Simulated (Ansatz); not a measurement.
# TaN: clamped-ion strain scan

Method: DFT PBEsol, scalar-relativistic, plane waves, PAW (Ansatz). The runs took a 420 eV cutoff, a Γ-centred 18×18×16 mesh and Gaussian smearing (0.15 eV). Spin–orbit coupling is left out, which can shift energies with elements as heavy as these. No spin polarisation. Energies are free energies at this smearing, counted from the undisturbed cell; pressure is positive in compression.

Zero of the scan (as given, not relaxed at this level; it stands at -4.9 GPa; this form isn't the usual structure):

```
CELL_PARAMETERS angstrom
2.93800 0.00000 0.00000
-1.46900 2.54438 0.00000
0.00000 0.00000 2.88300
ATOMIC_POSITIONS crystal
Ta 0.33333 0.66667 0.50000
N 0.00000 0.00000 0.00000
```

The cell is strained by ε times the Voigt pattern (0, 0, 0, 0, 0, 1) (xx, yy, zz, yz, xz, xy; engineering shear) with fractional coordinates fixed. The cell is metallic on the mesh throughout.

Task: Over the sampled range (-0.0600 to 0.0450), is the undisturbed cell the lowest point?

Result: Yes, every other sampled point lies higher.

The scan:

```csv
ε,ΔE (meV/atom)
-0.0600,27.5
-0.0300,6.7
0.0000,0.0
0.0150,1.6
0.0450,15.3
```